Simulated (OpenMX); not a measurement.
Zn: equation of state with PBE

Zn:

```
Zn
1.0
     2.67000    0.00000    0.00000
    -1.33500    2.31229    0.00000
     0.00000    0.00000    4.96600
Zn
2
Direct
  0.66667 0.33333 0.75000
  0.33333 0.66667 0.25000
```

```
Program             : OpenMX 3.8.5
Task                : equation of state
Functional          : PBE
Potentials or basis : OpenMX 2013 PBE set, Zn6.0H-s2p2d1, fixed grid of 32 × 32 × 64 points
k mesh              : 11 × 11 × 7
Occupations         : fermi-dirac, width 0.05 eV
Spin                : no spin polarisation
```

```
Equilibrium volume                        : 15.94 Å³/atom (rough: see the caveat)
Bulk modulus at fixed shape and positions : 69 GPa (rough)
```

Energy against volume, from the lowest point:
```tsv
volume (Å³/atom)	energy (meV/atom)
14.410	39.03
14.716	23.84
15.023	12.82
15.330	5.61
15.636	1.33
15.943	0.00
16.249	1.41
```

Caveat: the transition metal has a single d function, too few for pressures, volumes and moments; volumes in these bases differ from converged ones by about 1 %, for some elements by several; the cell was scaled at fixed shape and fractional positions, which overstates the stiffness of a crystal with free parameters, most of all of layers and chains; the fit is rough or its minimum lies at the end of the range; the basis of atomic orbitals isn't converged, which shifts pressures, moduli and gaps.
